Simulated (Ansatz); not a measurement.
## TePb under changes of volume

One of the cells (32.055 Å³/atom); the others are scaled copies at fixed shape and fractional positions:

```
Pb Te
1.0
     4.00229    0.00000    0.00000
     0.00000    4.00229    0.00000
     0.00000    0.00000    4.00229
Pb Te
1 1
Cartesian
  0.0000 0.0000 0.0000
  2.0011 2.0011 2.0011
```

Measurements of this composition are mostly on another form, of space group No. 225.

| Property | Result |
| --- | --- |
| Program | Ansatz 0.2.0 |
| Functional | PBE |
| Potentials or basis | all-electron LAPW, scalar-relativistic |
| Cutoff | 160 eV (chosen from the basis error) |
| Basis error allowed | 0.0005 eV/atom |
| k mesh | 7 × 7 × 7 |
| Occupations | fermi-dirac, width 0.05 eV |
| Spin | no spin polarisation |

```csv
volume (Å³/atom),energy over the lowest point (meV/atom),pressure (GPa)
30.132,?,?
30.773,7.38,1.8
31.414,1.92,0.9
32.055,0.00,0.0
32.696,1.33,-0.8
33.337,5.60,-1.5
33.978,12.55,-2.1
```

Question: What does the run at 30.132 Å³/atom give?

Answer: Energy over the lowest point 16.73 meV/atom; pressure 2.8 GPa.

Worked out: A Birch-Murnaghan fit of order 3 (a polynomial in V^(-2/3)) to the other rows has its minimum at 32.10 Å³/atom with B0 = V·E''(V) = 40 GPa and B' = 3.7. It gives 16.75 meV/atom at 30.132 Å³/atom, against the run's 16.73, and -dE/dV = 2.9 GPa, against 2.8.

Energies are extrapolated to zero smearing.
